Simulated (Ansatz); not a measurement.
A plane-wave DFT run in Ansatz 0.2.0 (scalar-relativistic PAW potentials unless the input names others): input and command.

```yaml
crystal:
  lattice:
    - [-1.5802194352, 1.5802194352, -1.5802194352]
    - [-1.5802194352, -1.5802194352, 1.5802194352]
    - [0.0, 6.3208777406, 6.3208777406]
  atoms:
    - { symbol: Mo, position: [0.0, 0.0, 0.0] }
    - { symbol: Mo, position: [0.5, 0.5, 0.25] }
    - { symbol: Mo, position: [0.0, 0.0, 0.5] }
    - { symbol: Mo, position: [0.5, 0.5, 0.75] }
basis:
  ecutwfc: 420
kpoints:
  mp_grid: { grid: [23, 23, 7] }
hamiltonian:
  xc: pbe
scf:
  occupations: { method: gaussian, width: 0.15 }
  mixing: { algorithm: anderson, beta: 1.5, ndim: 1, preconditioner: none }
  max_iter: 50
output:
  forces: true
  eigenvalues: true
  stress: true
```

```bash
ansatz run input.yaml --threads 2 --pin off --max-ram 5120MiB --backend cpu --events-out ev --progress --plain --runs-dir out
```

Will this input run?

The program refuses it, because of mixing far too strong (scf.mixing: not typed → {"algorithm": "anderson", "beta": 1.5, "ndim": 1, "preconditioner": "none"}). Without that key it is accepted.

Abridged log:
```
Error: invalid value for `scf.mixing.beta`: must be finite and in (0, 1]; got 1.5
```